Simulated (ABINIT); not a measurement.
Crystal: Mo.

```
CELL_PARAMETERS angstrom
-1.58381 1.58381 1.58381
1.58381 -1.58381 1.58381
1.58381 1.58381 -1.58381
ATOMIC_POSITIONS crystal
Mo 0.00000 0.00000 0.00000
```

Base run:

```yaml
Program: ABINIT 10.8.3 (patched build)
Functional: SCAN
Potentials_or_basis: JTH PAW PBE v2.0
Cutoff: 490 eV
k_mesh: 12 × 12 × 12
Occupations: fermi-dirac, width 0.05 eV
Spin: no spin polarisation
```

Its results: band gap on the k mesh none (metal or under the smearing width); pressure -4.9 GPa.

Q: The run is repeated on the same cell with these changes: functional from SCAN to PBE; potentials or basis from JTH PAW PBE v2.0 to PseudoDojo NC SR PBE v0.4.1 standard; cutoff from 490 eV to 1088 eV. What comes out?

A: Band gap on the k mesh none (metal or under the smearing width); pressure -1.6 GPa.

Caveats: the PAW data sets were made with another functional, which shifts forces and pressure a little (some runs).
